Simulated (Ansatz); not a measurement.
## What strain does to SnSe2 (CdI2 type)

SnSe2, CdI2 type, relaxed with r2SCAN+rVV10 in Ansatz 0.2.0. It is trigonal, P-3m1 (No. 164); conventional cell a = 3.825 Å, c = 6.227 Å, 26.30 Å³ an atom. Around Sn lie 6 Se at 2.71 Å; around Se lie 3 Sn at 2.71 Å.

The axes x, y and z are those of this cell:
```
Sn Se
1.0
     3.82515    0.00000    0.00000
    -1.91257    3.31268    0.00000
     0.00000    0.00000    6.22708
Sn Se
1 2
Direct
  0.00000 0.00000 0.00000
  0.33333 0.66667 0.25308
  0.66667 0.33333 0.74692
```

Unstrained: With PBE the valence top lies at k = (-0.089, 0.172, 0) and the conduction bottom at k = (0, 0.458, 0.344), 0.629 eV higher; the smallest vertical gap, at Γ, is 1.132 eV. With r2SCAN the valence top lies at k = (-0.089, 0.172, 0) and the conduction bottom at k = (0, 0.458, 0.344), 0.916 eV higher; the smallest vertical gap, at k = (0, 0.417, 1/4), is 1.491 eV. HSE06 gives an indirect gap of 1.296 eV, from k = (-0.089, 0.172, 0) to k = (0, 0.458, 0.344); the least direct gap is 1.884 eV at k = (0, 0.458, 0.344). Meshes: PBE 12×12×4, r2SCAN 12×12×4, HSE06 6×6×4. Strains are changes of length per length, and xy shears are angles. After each strain the atoms were relaxed again with r2SCAN+rVV10 within the symmetry that the strain leaves, so tilts or polar shifts that break it weren't tested; points keep the names that they have in the unstrained zone. Spin-unpolarised throughout; all numbers are computed.

Changes of the least gap in eV (an overlap counts as a negative gap):

| strain | volume change (%) | space group | PBE | r2SCAN | HSE06 |
| --- | --- | --- | --- | --- | --- |
| epitaxial -0.5 % in the xy plane, free normal strain +0.53 % | -0.5 | P-3m1 | -0.010 | -0.004 | -0.043 |
| xy shear, engineering strain (angle) -2.0 % | 0.0 | P-1 | -0.097 | -0.100 | -0.142 |
| epitaxial -2.0 % in the xy plane, free normal strain +1.81 % | -2.2 | P-3m1 | -0.099 | -0.089 | -0.129 |
| uniaxial +2.0 % along z | +2.0 | P-3m1 | +0.028 | +0.030 | -0.003 |
| uniaxial +2.0 % along x | +2.0 | C2/m | -0.120 | -0.133 | -0.127 |

Epitaxial -0.5 % in the xy plane, free normal strain +0.53 %. HSE06: the gap goes from 1.296 to 1.253 eV (-0.043 eV); the edges go from (-0.089, 0.172, 0) → (0, 0.458, 0.344) to (0, 0.148, -0.143) → (0, 0.461, 0.349). Stress change with PBE, compression positive: xx +0.61, yy +0.61, zz +0.02 GPa.

Xy shear, engineering strain (angle) -2.0 %. HSE06: the gap goes from 1.296 to 1.154 eV (-0.142 eV); the edges go from (-0.089, 0.172, 0) → (0, 0.458, 0.344) to (0.161, -0.161, -0.130) → (0.458, 0, -0.336). Stress change with PBE, compression positive: xx 0.00, yy +0.04, zz -0.01, xy +0.75, xz -0.07 GPa.

Epitaxial -2.0 % in the xy plane, free normal strain +1.81 %. HSE06: the gap goes from 1.296 to 1.167 eV (-0.129 eV); the edges go from (-0.089, 0.172, 0) → (0, 0.458, 0.344) to (0, 0.130, -0.161) → (0, 0.469, 0.370). Stress change with PBE, compression positive: xx +2.70, yy +2.70, zz +0.21 GPa.

Uniaxial +2.0 % along z, other directions held. HSE06: the gap goes from 1.296 to 1.293 eV (-0.003 eV); the edges go from (-0.089, 0.172, 0) → (0, 0.458, 0.344) to (0, 0.148, -0.141) → (0, 0.466, 0.352). Stress change with PBE, compression positive: xx -0.28, yy -0.28, zz -0.50 GPa.

Uniaxial +2.0 % along x, other directions held. HSE06: the gap goes from 1.296 to 1.169 eV (-0.127 eV); the edges go from (-0.089, 0.172, 0) → (0, 0.458, 0.344) to Γ–K (0.25) → (0, 0.456, 0.326). Stress change with PBE, compression positive: xx -2.00, yy -0.63, zz -0.40, yz +0.07 GPa.

No spin-orbit coupling is included; it can move band edges with weight on the heavy atoms by tenths of an eV.

Where an edge lies off the special points, it is a point of the mesh or the k point where a search put PBE's edge or least direct gap, reused for the other functionals, whose own edges may lie a little apart.

Coordinates of k points refer to the reciprocal vectors of the primitive cell of the runs.

The meshes of the hybrids are coarse, so their gaps aren't converged to the digits shown.
